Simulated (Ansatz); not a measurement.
FeO (Wuestite):

```xyz
2
Lattice="1.5188 0.8769 2.5196 -1.5188 0.8769 2.5196 0.0000 -1.7538 2.5196" Properties=species:S:1:pos:R:3 pbc="T T T"
Fe    0.0000    0.0000    0.0000
O     0.0000    0.0000    3.7794
```

Base run:

- Program: Ansatz 0.2.0
- Functional: r2SCAN
- Potentials or basis: Ansatz PAW
- Cutoff: 500 eV
- Density cutoff: 2000 eV
- k mesh: 11 × 11 × 11
- Occupations: fermi-dirac, width 0.05 eV
- Spin: collinear spin, ferromagnetic start
- Starting moments: [3.0, 0.0] μB

Its results: band gap on the k mesh none (metal or under the smearing width); pressure -5.8 GPa; net moment 4.00 μB per cell; site moments Fe +3.52; O +0.29 μB.

Task: After a change of settings the same cell gave: band gap on the k mesh none (metal or under the smearing width); pressure -7.7 GPa; net moment 4.00 μB per cell; site moments Fe +3.52; O +0.29 μB. Which change was it?
A. functional from r2SCAN to PBE; cutoff from 500 eV to 420 eV; density cutoff from 2000 eV to 1680 eV; k mesh from 11 × 11 × 11 to 9 × 9 × 9
B. functional from r2SCAN to PBEsol; cutoff from 500 eV to 420 eV; density cutoff from 2000 eV to 1680 eV
C. functional from r2SCAN to RPBE; cutoff from 500 eV to 420 eV; density cutoff from 2000 eV to 1680 eV; occupations from fermi-dirac, width 0.05 eV to gaussian, width 0.1 eV
D. density cutoff from 2000 eV to 2500 eV; occupations from fermi-dirac, width 0.05 eV to gaussian, width 0.15 eV; dispersion from none to rVV10

Result: D.

Caveats: the magnetic or orbital state may not be the lowest; a cell with one magnetic atom can't hold antiferromagnetic order, which such compounds often take; semilocal functionals often make such compounds metallic where correlation or magnetic order opens a gap, which also shifts bond lengths; the PAW data sets come from PBE, with cores solved anew for the run's functional, which leaves a small shift of forces and pressure; the density of states is complete only up to the lowest level of the last band computed (some runs).

Not every run made on this cell is shown here.
